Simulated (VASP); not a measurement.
# SiC (F-43m): a series in biaxial strain in the (001) plane

How do the elastic response and the band edges of SiC follow biaxial strain in the (001) plane?

Method: LDA; plane waves and PAW (Si, C), in the first sound run; inputs show where later runs differ, in VASP 6.6.1.

This is a report of a sequence of runs, with most program output left out.

## 1. Starting point

It takes space group F-43m (No. 216, cubic). Conventional cell: a = 4.360 Å, b = 4.360 Å, c = 4.360 Å, α = 90.00°, β = 90.00°, γ = 90.00°. Nearest to Si lie 4 C at 1.89 Å. Nearest to C lie 4 Si at 1.89 Å. Farther neighbours are not listed.

## 2. Relax the crystal, LDA

The series starts from the cell that this level prefers, so that zero strain is near zero stress.

This step took 2 runs in a row; the last is shown.

Level: LDA; plane waves and PAW (Si, C).

Input file INCAR:

```
SYSTEM = SiC
PREC = Accurate
ENCUT = 600
EDIFF = 1E-07
NELM = 120
ISMEAR = 0
SIGMA = 0.02
LREAL = .FALSE.
ALGO = Normal
GGA = CA
NBANDS = 10
LORBIT = 11
LWAVE = .FALSE.
LCHARG = .FALSE.
KPAR = 8
IBRION = 2
NSW = 40
ISIF = 3
EDIFFG = -0.005
POTIM = 0.4
```

Input file POSCAR:

```
SiC
1.0
    0.0000000000      2.1652404209      2.1652404209
    2.1652404209      0.0000000000      2.1652404209
    2.1652404209      2.1652404209      0.0000000000
Si C
1 1
Direct
    0.0000000000      0.0000000000      0.0000000000
    0.2500000000      0.2500000000      0.2500000000
```

Input file KPOINTS:

```
Automatic mesh
0
Gamma
12 12 12
0 0 0
```

The projector-augmented-wave data sets are Si and C (LDA family, release 64).

Launch:

```sh
$ mpirun -np 8 vasp_std
```

Wall time 3 s (8 MPI ranks of Intel Xeon Platinum 8488C (Sapphire Rapids), shared host); peak memory 1.1 GiB.

Read from the output:

| Item | Value |
| --- | --- |
| energy(sigma→0) of the program | -16.6448 eV |
| stress, compression positive | xx, yy, zz 0.01, 0.01, 0.01 GPa |
| volume | 20.302 Å³ |
| ionic steps | 1 |

## 3. Strain along the normal, LDA

One member in full: the plane is strained by 2 %, and the strain along the normal is moved by secant steps until the normal stress is under 0.012 GPa or five steps are spent; the atoms relax at each step.

This step took 3 runs, each at a new trial strain with the atoms of the one before; the last is shown.

Level: LDA; plane waves and PAW (Si, C); cell typed or built by script.

Changes to INCAR since step 2:

```diff
@@ -14,7 +14,7 @@
 LCHARG = .FALSE.
-KPAR = 8
-IBRION = 2
-NSW = 40
-ISIF = 3
-EDIFFG = -0.005
-POTIM = 0.4
+KPAR = 2
+IBRION = 1
+NSW = 25
+ISIF = 2
+EDIFFG = -0.004
+POTIM = 0.3
```

Input file POSCAR:

```
SiC
1.0
    0.0000000000      2.2085452290      2.1339073890
    2.2085452290      0.0000000000      2.1339073890
    2.2085452290      2.2085452290      0.0000000000
Si C
1 1
Direct
    0.0000000000      0.0000000000      0.0000000000
    0.2500000000      0.2500000000      0.2500000000
```

KPOINTS is that of step 2.

Launch:

```sh
$ mpirun -np 2 vasp_std
```

The job ended after 27 s (2 MPI ranks; peak memory 0.32 GiB; 53 s of CPU time).

Numbers from this step:

```
energy(sigma→0) of the program : -16.6238 eV
stress, compression positive   : xx, yy, zz -8.31, -8.31, 0.00 GPa
ionic steps                    : 1
```

## 4. Band edges, TB-mBJ

Short lines in KPOINTS_OPT sample the zone centre along and across the normal of the plane, for masses, and the other valleys.

Level: TB-mBJ; plane waves and PAW (Si, C); cell typed or built by script.

TB-mBJ has no energy functional, so the total energy, stress and pressure in this output mean nothing.

Input file INCAR:

```
SYSTEM = SiC
PREC = Accurate
ENCUT = 600
EDIFF = 1E-06
NELM = 150
ISMEAR = 0
SIGMA = 0.02
LREAL = .FALSE.
ALGO = Normal
METAGGA = MBJ
LASPH = .TRUE.
NBANDS = 9
LWAVE = .FALSE.
LCHARG = .FALSE.
KPAR = 2
```

POSCAR is that of step 3.

Input file KPOINTS:

```
Automatic mesh
0
Gamma
9 9 9
0 0 0
```

Input file KPOINTS_OPT:

```
Line mode
6
Line-mode
Reciprocal
  0.00000000   0.00000000   0.00000000
  0.01698110   0.01698110   0.00000000

  0.00000000   0.00000000   0.00000000
 -0.00000000  -0.01757504  -0.01757504

  0.31000000   0.31000000   0.00000000
  0.50000000   0.50000000   0.00000000

  0.00000000   0.31000000   0.31000000
  0.00000000   0.50000000   0.50000000

  0.45000000   0.45000000   0.45000000
  0.50000000   0.50000000   0.50000000

  0.45000000   0.00000000   0.00000000
  0.50000000   0.00000000   0.00000000

  0.42500000   0.42500000   0.00000000
  0.42500000   0.44257504   0.01757504

  0.50000000   0.50000000   0.50000000
  0.48757257   0.51242743   0.50000000
```

Launch:

```sh
$ mpirun -np 2 vasp_std
```

It took 50 s on 2 MPI ranks; peak memory 0.33 GiB; 97 s of CPU time.

## 5. Band edges, r2SCAN

Level: r2SCAN; plane waves and PAW (Si, C); cell typed or built by script.

Changes to INCAR since step 4:

```diff
@@ -4,3 +4,3 @@
 EDIFF = 1E-06
-NELM = 150
+NELM = 100
 ISMEAR = 0
@@ -9,3 +9,3 @@
 ALGO = Normal
-METAGGA = MBJ
+METAGGA = R2SCAN
 LASPH = .TRUE.
```

POSCAR is that of step 4.

KPOINTS is that of step 4.

KPOINTS_OPT is that of step 4.

Launch:

```sh
$ mpirun -np 2 vasp_std
```

Wall time 55 s (2 MPI ranks); peak memory 0.34 GiB; 1.8 min of CPU time.

Numbers from this step:

```
energy(sigma→0) of the program : -59.4055 eV
stress, compression positive   : xx, yy, zz -6.34, -6.34, 2.70 GPa
```

The run ends at a pressure of -3.33 GPa.

## 6. The table

LASPH is off in runs at LDA and on in runs at TB-mBJ and r2SCAN.

Runs beyond LDA use the data sets made with LDA; this shifts their levels slightly, and their total energies have another zero (at TB-mBJ, which has no energy functional, they mean nothing).

The other members went through these steps as far as the tables show, with the same cutoff and, step by step, the same mesh; 38 runs are not shown. The session took 0.54 core hours (wall time by ranks) on a shared machine.

| in-plane strain (%) | strain along the normal (%) | in-plane stress, tension positive (GPa) | energy above the unstrained row (meV/atom) | gap on the mesh, LDA (eV) |
| --- | --- | --- | --- | --- |
| -2.000 | 1.378 | -9.538 | 12.105 | 1.081 |
| -1.500 | 1.041 | -7.031 | 6.807 | 1.133 |
| -1.000 | 0.699 | -4.608 | 3.051 | 1.185 |
| -0.500 | 0.352 | -2.269 | 0.798 | 1.237 |
| 0 | 0.000 | -0.009 | 0.000 | 1.289 |
| 0.500 | -0.354 | 2.180 | 0.616 | 1.204 |
| 1.000 | -0.715 | 4.291 | 2.597 | 1.121 |
| 1.500 | -1.078 | 6.336 | 5.896 | 1.040 |
| 2.000 | -1.447 | 8.310 | 10.489 | 0.960 |

Slopes at zero strain, from cubics through all rows: strain ratio -0.706, stress over strain 445 GPa. For a cubic crystal strained in (001) the ratio is −2C₁₂/C₁₁.

Band edges at TB-mBJ, counted from the valence-band top at Γ, with one row partly withheld:

| in-plane strain (%) | gap (eV) | conduction band at Γ (eV) | Δ or X valley along z (eV) | Δ or X valley along x (eV) | lowest conduction level at L, [111] (eV) | lowest conduction level at L, [-111] (eV) | second valence level below the top (eV) | third valence level below the top (eV) |
| --- | --- | --- | --- | --- | --- | --- | --- | --- |
| -2.000 | 2.119 | 7.438 | 2.442 | 2.119 | 6.370 | 6.370 | 0.000 | 0.276 |
| -1.500 | 2.173 | 7.386 | 2.415 | 2.173 | 6.394 | 6.394 | 0.000 | 0.204 |
| -1.000 | 2.227 | 7.334 | ? | 2.227 | 6.399 | 6.399 | 0.000 | 0.134 |
| -0.500 | 2.281 | 7.280 | 2.361 | 2.281 | 6.385 | 6.385 | 0.000 | 0.066 |
| 0 | 2.334 | 7.226 | 2.334 | 2.334 | 6.355 | 6.355 | 0.000 | 0.000 |
| 0.500 | 2.244 | 7.107 | 2.244 | 2.323 | 6.247 | 6.247 | 0.064 | 0.064 |
| 1.000 | 2.155 | 6.990 | 2.155 | 2.312 | 6.129 | 6.129 | 0.127 | 0.127 |
| 1.500 | 2.068 | 6.873 | 2.068 | 2.303 | 6.002 | 6.002 | 0.188 | 0.188 |
| 2.000 | 1.983 | 6.757 | 1.983 | 2.296 | 5.870 | 5.870 | 0.247 | 0.247 |

Band edges at r2SCAN, counted from the valence-band top at Γ:

| in-plane strain (%) | gap (eV) | conduction band at Γ (eV) | Δ or X valley along z (eV) | Δ or X valley along x (eV) | lowest conduction level at L, [111] (eV) | lowest conduction level at L, [-111] (eV) | second valence level below the top (eV) | third valence level below the top (eV) |
| --- | --- | --- | --- | --- | --- | --- | --- | --- |
| -2.000 | 1.507 | 7.328 | 1.837 | 1.507 | 6.179 | 6.179 | 0.000 | 0.256 |
| -1.500 | 1.560 | 7.268 | 1.806 | 1.560 | 6.209 | 6.209 | 0.000 | 0.189 |
| -1.000 | 1.612 | 7.208 | 1.775 | 1.612 | 6.217 | 6.217 | 0.000 | 0.124 |
| -0.500 | 1.663 | 7.147 | 1.745 | 1.663 | 6.202 | 6.202 | 0.000 | 0.061 |
| 0 | 1.715 | 7.085 | 1.715 | 1.715 | 6.168 | 6.168 | 0.000 | 0.000 |
| 0.500 | 1.626 | 6.963 | 1.626 | 1.707 | 6.058 | 6.058 | 0.059 | 0.059 |
| 1.000 | 1.539 | 6.843 | 1.539 | 1.701 | 5.935 | 5.935 | 0.118 | 0.118 |
| 1.500 | 1.454 | 6.724 | 1.454 | 1.696 | 5.804 | 5.804 | 0.174 | 0.174 |
| 2.000 | 1.371 | 6.606 | 1.371 | 1.692 | 5.667 | 5.667 | 0.229 | 0.229 |

## 7. A fit to the known rows

The quantity to fit is the splitting of the Δ or X valleys (z less x) at TB-mBJ: 0.323, 0.241, 0.080, 0.000, -0.079, -0.158, -0.235, -0.312 eV in the rows shown.

A least-squares parabola through the 8 rows shown, with d the strain along the axis less the strain across it, in %: E = 7.40e-4 d² + 0.09312 d + 1.96e-5 (eV), r.m.s. residual 1.6e-5 eV.

At d = 1.699 this predicts 0.1604 eV.

## 8. Checking the prediction

The calculation gives 0.1603 eV, so the prediction is 0.0001 eV too high.

The splitting is Ξu times d, with d as a fraction, so the linear term gives Ξu = 9.3 eV.

## 9. Summary of results

- ratio of normal to in-plane strain: -0.706
- biaxial modulus: 445 GPa
- gap of the unstrained cell, TB-mBJ: 2.33 eV
- gap of the unstrained cell, r2SCAN: 1.72 eV
- shear deformation potential Ξu of the Δ or X valleys: 9.3 eV
- error of the predicted row: 0.1 meV
- valence shear potential |b|, TB-mBJ: 2.55 eV

As a check, the curvature of the energy gives 445 GPa for the same modulus (energy per volume = M × strain²), 0 % from the slope of the stress. The energy also has a linear term worth 0.13 GPa that the stress column lacks, a mark of the finite basis. At TB-mBJ the lowest conduction valley is Δ or X throughout, and the gap runs between 1.98 and 2.33 eV. At r2SCAN the lowest conduction valley is Δ or X throughout, and the gap runs between 1.37 and 1.72 eV. Without spin-orbit coupling the three valence levels split by 3|b| times the difference of the strains; the rows within 1 % give |b| = 2.55 eV. Hole masses are left out throughout, since the top bands are degenerate or cross in many series; of conduction masses, those of the Γ, L and (for Si and Ge under (001) strain) Δ valleys are kept where they change by under an eighth between rows. A measured gap of unstrained SiC is 2.39 eV (arxiv:2009.14696, band gap at cryogenic temperature, temperature not given); the static gaps here belong to the lattice relaxed at LDA. TB-mBJ is a potential fitted for gaps; it has no energy functional, so its total energies and forces mean nothing, and its bands tend to come out too narrow. r2SCAN opens gaps somewhat over GGA but leaves them below measured values as a rule. Spin-orbit coupling is left out at TB-mBJ and r2SCAN, so the valence splittings there lack it. Δ or X levels are the lowest on their line, refined by a parabola unless they lie at X; the gap is read from all points sampled and can differ from the lowest valley by some meV, or by tens of meV where strain moves the valence top off Γ. Temperature, zero-point motion and excitons are left out.

[Lines on the potential files, build, host, timing and source positions are cut from VASP's logs without a mark.]

[Logs are printed without paths, hosts, clocks, repeated set-up lines and the standing remarks that a program may print on its own settings, such as how far it seeks lower states.]

[Hosts, paths, dates, database ids (printed as entryN), source tags and the programs' standing remarks are cut or masked in the printed files.]

[In band tables of VASP the shares of atoms and orbitals are scaled to a sum of 1 inside the atoms' spheres.]
